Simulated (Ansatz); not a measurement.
Structure: a 4-atom cell of BN started from a crystallographic database, at its r2SCAN+rVV10 minimum. It is hexagonal, P6_3/mmc (No. 194); conventional cell a = 2.501 Å, c = 6.524 Å, 8.83 Å³ an atom. B is surrounded by 3 N at 1.44 Å; N is surrounded by 3 B at 1.44 Å.

```
B N
1.0
     2.50058    0.00000    0.00000
    -1.25029    2.16557    0.00000
     0.00000    0.00000    6.52364
B N
2 2
Cartesian
  0.0000 1.4437 1.6309
  1.2503 0.7219 4.8927
  0.0000 1.4437 4.8927
  1.2503 0.7219 1.6309
```

5 runs of Ansatz on this cell differ in the functional (and in the settings that go with it). Levels are in eV from each run's valence top; v1 is the last filled band, c1 the first empty one.

Run A, mean stress -0.4 GPa (compression positive):
```tsv
point	v5	v3	v1	c1	c2	c3
Γ	-4.46	-1.64	-1.59	7.16	12.92	13.98
M	-9.83	-4.62	-0.50	6.20	7.84	11.76
K	-8.64	-8.02	-0.16	6.97	6.97	12.58
A	-5.87	-1.62	-1.62	9.84	9.84	14.06
L	-9.88	-4.67	-1.06	6.71	6.71	12.20
H	-8.74	-8.03	-0.06	6.69	6.69	13.93
```

Run B, mean stress +0.6 GPa (compression positive):
```tsv
point	v5	v3	v1	c1	c2	c3
Γ	-4.17	-1.40	-1.36	5.71	11.28	12.34
M	-9.25	-4.27	-0.45	4.76	6.33	10.20
K	-8.11	-7.52	-0.15	5.51	5.51	11.15
A	-5.49	-1.38	-1.38	8.31	8.31	12.41
L	-9.30	-4.31	-0.98	5.26	5.26	10.62
H	-8.21	-7.53	-0.06	5.24	5.24	12.48
```

Run C, mean stress +4.7 GPa (compression positive):
```tsv
point	v5	v3	v1	c1	c2	c3
Γ	-4.06	-1.38	-1.34	5.32	10.48	11.55
M	-8.90	-4.13	-0.45	4.21	5.69	9.54
K	-7.88	-7.20	-0.15	4.85	4.85	10.69
A	-5.35	-1.36	-1.36	7.79	7.79	11.62
L	-8.95	-4.17	-0.98	4.69	4.69	9.93
H	-7.97	-7.21	-0.06	4.60	4.60	11.97
```

Run D, mean stress -0.8 GPa (compression positive):
```tsv
point	v5	v3	v1	c1	c2	c3
Γ	-4.32	-1.50	-1.45	6.40	12.16	13.22
M	-9.58	-4.44	-0.48	5.50	7.12	11.01
K	-8.39	-7.81	-0.15	6.29	6.29	11.85
A	-5.69	-1.47	-1.47	9.07	9.07	13.30
L	-9.63	-4.48	-1.02	6.01	6.01	11.46
H	-8.49	-7.82	-0.06	6.01	6.01	13.20
```

Run E, mean stress -3.5 GPa (compression positive):
```tsv
point	v5	v3	v1	c1	c2	c3
Γ	-4.08	-1.39	-1.34	5.02	10.20	11.43
M	-8.86	-4.15	-0.45	4.01	5.57	9.48
K	-7.93	-7.10	-0.17	4.72	4.72	10.29
A	-5.43	-1.37	-1.37	7.53	7.53	11.50
L	-8.91	-4.19	-1.00	4.52	4.52	9.91
H	-8.03	-7.11	-0.06	4.45	4.45	11.57
```

Problem. Match the runs to LDA, PBE, r2SCAN, r2SCANh, DDH-PBE0.

Solution. A is DDH-PBE0, B is r2SCAN, C is PBE, D is r2SCANh, E is LDA. In order of the gap: LDA 4.01, PBE 4.21, r2SCAN 4.76, r2SCANh 5.50, DDH-PBE0 6.20 eV.

The values are computed, spin-unpolarised, and not measurements.

The stress of a hybrid is loosely converged in these runs.

The meshes of the hybrids are coarse, so their gaps aren't converged to the digits shown.
